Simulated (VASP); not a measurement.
Crystal: HfS2.

```
Hf S
1.0
     3.63966    0.00000    0.00000
    -1.81983    3.15204    0.00000
     0.00000    0.00000    6.05556
Hf S
1 2
Direct
  0.00000 0.00000 0.00000
  0.66667 0.33333 0.76395
  0.33333 0.66667 0.23605
```

The cell is a database's computed one.

```yaml
Program: VASP 6.6.1
Task: relaxation of cell and atoms
Functional: PBE
Dispersion: D3(BJ)
Potentials_or_basis: VASP PAW PBE potentials, release 64 (Hf_pv, S)
Cutoff: 600 eV
k_mesh: 9 × 9 × 5
Occupations: gaussian, width 0.03 eV
Spin: no spin polarisation
```

At the start: pressure -1.0 GPa; volume 23.16 Å³/atom.

Where does the relaxation end?

Over 13 steps the energy falls by 9.9 meV/atom and the volume is 21.55 Å³/atom (-6.9 %); space group P-3m1 (No. 164, to 0.05 Å).

Step by step:
| step | energy change (eV) | largest force (eV/Å) | pressure (GPa) | volume (Å³) |
| --- | --- | --- | --- | --- |
| 1 | 0.0000 | 0.1620 | -1.05 | 69.47 |
| 2 | -0.0063 | 0.3158 | 0.69 | 67.96 |
| 3 | -0.0064 | 0.2992 | 0.54 | 68.12 |
| 4 | -0.0120 | 0.1578 | 0.15 | 67.80 |
| 5 | -0.0134 | 0.0495 | -0.13 | 67.56 |
| 6 | -0.0167 | 0.0398 | -0.23 | 67.30 |
| 7 | -0.0244 | 0.0082 | -0.52 | 66.52 |
| 8 | -0.0259 | 0.0638 | -0.91 | 64.92 |
| 9 | -0.0279 | 0.0192 | -0.73 | 65.70 |
| 10 | -0.0287 | 0.1172 | 0.54 | 64.57 |
| 11 | -0.0292 | 0.0652 | 0.06 | 64.99 |
| 12 | -0.0296 | 0.0379 | 0.03 | 64.84 |
| 13 | -0.0298 | 0.0014 | 0.02 | 64.65 |

Final structure:
```
Hf S
1.0
     3.59684    0.00000    0.00000
    -1.79842    3.11495    0.00000
     0.00000    0.00000    5.77000
Hf S
1 2
Direct
  0.00000 0.00000 0.00000
  0.66667 0.33333 0.74784
  0.33333 0.66667 0.25216
```
